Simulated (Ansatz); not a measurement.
We consider zinc-blende AlSb, described by PBE in Ansatz (plane waves, PAW).

Run with plane-wave cutoff 520 eV, 10×10×10 k mesh, Fermi–Dirac smearing 0.01 eV, scalar-relativistic PAW data made under PBE.

Response to compression and expansion:

```tsv
V (Å³/atom)	P (GPa)	direct gap at Γ (eV)
28.344	3.50	1.761
28.947	2.21	1.594
29.550	1.04	1.433
30.153	0.00	1.278
30.756	-0.93	1.128
31.359	-1.77	0.985
31.962	-2.52	0.846
```

A straight line through the gaps at Γ against ln V gives a volume deformation potential dE_g(Γ)/d ln V of -7.6 eV: the gap at Γ widens under compression.

Measured, for comparison: band gap 1.73 eV (zero-point renormalisation of 35 meV (experimental, the table's column) added back here, indirect; inputs from Miglio et al. (2020), arXiv:2011.12765).

Spin–orbit coupling is not included; with these elements it can move the gap by several tenths of an eV or more.

Ansatz is a program for electronic structure.
